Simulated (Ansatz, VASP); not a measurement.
**MgS (Niningerite) in VASP and in Ansatz**

```
S Mg
1.0
     0.00000    2.60165    2.60165
     2.60165    0.00000    2.60165
     2.60165    2.60165    0.00000
S Mg
1 1
Direct
  0.50000 0.50000 0.50000
  0.00000 0.00000 0.00000
```

Alike in both runs: task relaxation of cell and atoms; functional revPBE; k mesh 9 × 9 × 9; occupations fermi-dirac, width 0.05 eV; no spin polarisation.

|  | VASP | Ansatz |
| --- | --- | --- |
| version | VASP 6.6.1 | Ansatz 0.2.0 |
| potentials or method | VASP PAW PBE potentials, release 64 (S, Mg) | Ansatz PAW |
| plane-wave cutoff (eV) | 600 | 420 |
| valence electrons in the cell | 8 | 16 |

|  | VASP | Ansatz | Ansatz less VASP |
| --- | --- | --- | --- |
| gap on the k mesh at the Fermi level, each at its own relaxed structure (eV) | 2.95 | 2.97 | +0.017 |
| relaxed volume (Å³/atom) | 18.21 | 18.29 | +0.083 |
| relaxed cell length with the largest relative difference (Å) | 3.720 | 3.726 | +0.0056 |
| energy change over the relaxation (meV/atom) | -5 | -6 | -1.4 |

The two sets of potentials don't hold the same shells in valence.

Caveats: the PAW data sets were made with another functional, which shifts forces and pressure a little (VASP); an odd mesh through Γ misses points on the zone boundary, where band edges often lie (VASP); odd divisions of the mesh miss points on the zone boundary, where band edges often lie, so the gap on the mesh can be too wide (Ansatz); the plane-wave basis is chosen anew once the cell has moved, so the energies of steps on either side of that aren't comparable (Ansatz); the PAW data sets come from PBE, with cores solved anew for the run's functional, which leaves a small shift of forces and pressure (Ansatz). revPBE gives volumes clearly too large for solids. Zero-point motion and thermal expansion aren't in these numbers.
